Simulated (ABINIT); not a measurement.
# Sn: relaxation of cell and atoms with PBEsol

Sn:

```
CELL_PARAMETERS angstrom
-1.89465 1.89465 1.89465
1.89465 -1.89465 1.89465
1.89465 1.89465 -1.89465
ATOMIC_POSITIONS crystal
Sn 0.00000 0.00000 0.00000
```

This isn't the form of Sn at room conditions, which is tetragonal (white tin).

* Program: ABINIT 10.8.3 (patched build)
* Task: relaxation of cell and atoms
* Functional: PBEsol
* Potentials or basis: PseudoDojo NC SR PBEsol v0.4.1 standard
* Cutoff: 980 eV
* k mesh: 8 × 8 × 8
* Occupations: fermi-dirac, width 0.05 eV
* Spin: no spin polarisation
* Cell freedom (optcell): 2
* Optimiser (ionmov): 2
* Cutoff smearing ecutsm (Ha): 0.5
* Force stop (Ha/bohr): 2e-05

```yaml
Relaxed_volume: 26.27 Å³/atom
Relaxed_cell: a = 3.244 Å, b = 3.244 Å, c = 3.244 Å, α = 109.47°, β = 109.47°, γ = 109.47°
Space_group_after_relaxing_to_0.05_Å: Im-3m (No. 229)
Energy_gained_by_relaxing: 4.8 meV/atom
Ionic_steps: 5
Pressure_after_relaxing: 0.0 GPa
Band_gap_on_the_k_mesh: none (metal or under the smearing width)
```

The path:
| step | energy change (eV) | largest force (eV/Å) | pressure (GPa) | volume (Å³) |
| --- | --- | --- | --- | --- |
| 1 | 0.0000 | 0.0000 | -1.58 | 27.20 |
| 2 | -0.0012 | 0.0000 | -1.38 | 27.07 |
| 3 | -0.0048 | 0.0000 | 0.12 | 26.21 |
| 4 | -0.0048 | 0.0000 | -0.01 | 26.28 |
| 5 | -0.0048 | 0.0000 | 0.00 | 26.27 |

Final structure:
```yaml
crystal:
  lattice:
    - [-1.87273, 1.87273, 1.87273]
    - [1.87273, -1.87273, 1.87273]
    - [1.87273, 1.87273, -1.87273]
  atoms:
    - { symbol: Sn, position: [0.00000, 0.00000, 0.00000] }
```

Wall time 56 s on 1 thread of AMD EPYC 9R45 96-Core Processor (Zen 5), on a shared host, peak memory 0.08 GiB.
